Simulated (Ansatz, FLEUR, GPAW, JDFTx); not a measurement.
## One calculation of TiO2, 4 ways

```xyz
6
Lattice="4.5998 0.0000 0.0000 0.0000 4.5998 0.0000 0.0000 0.0000 2.9592" Properties=species:S:1:pos:R:3 pbc="T T T"
Ti   -0.0329    0.0348    1.4720
Ti    2.2625    2.3487   -0.0103
O     1.4100    1.3962    1.4689
O     0.8706    3.7160    0.0144
O     3.6592    0.8931    0.0208
O     3.2157    3.2459    1.5089
```

The cell is a database's computed one, not the measured one.

Atoms were shifted at random by some hundredths of an Å from the given cell, which wasn't relaxed again for these runs.

Alike in all runs: task single point; functional PBEsol; k mesh 6 × 6 × 9; occupations fermi-dirac, width 0.05 eV; no spin polarisation; no spin-orbit coupling. Pressure is positive in compression and, in plane waves, holds the error of the finite cutoff.

```tsv
program and potentials	plane-wave cutoff (eV)	notes	pressure (GPa)	largest force (eV/Å)	energy over the undisturbed cell (meV/atom)
FLEUR, all-electron, FLAPW	-	-	-	0.879	5.97
GPAW, PAW data sets generated for this functional	800	-	-1.54	0.869	-
JDFTx, PseudoDojo-SR-PBEsol-0.4.1-standard with smoothed tails	1143	-	-3.45	0.895	6.11
Ansatz, all-electron LAPW, scalar-relativistic	-	-	-2.92	0.879	-
```

Force on atom 6 (O), eV/Å:

```
                                        program and potentials       x       y       z
                                    FLEUR, all-electron, FLAPW  -0.598  -0.629  -0.137
             GPAW, PAW data sets generated for this functional  -0.587  -0.623  -0.153
JDFTx, PseudoDojo-SR-PBEsol-0.4.1-standard with smoothed tails  -0.611  -0.639  -0.139
                Ansatz, all-electron LAPW, scalar-relativistic  -0.599  -0.629  -0.138
```

The pressure spans -3.45 (JDFTx, PseudoDojo-SR-PBEsol-0.4.1-standard with smoothed tails) to -1.54 GPa (GPAW, PAW data sets generated for this functional), with all-electron results at -2.92.

The functional is the same throughout but for its coding, so the spread measures potentials, basis and numerics; runs on potential files found faulty are left out.
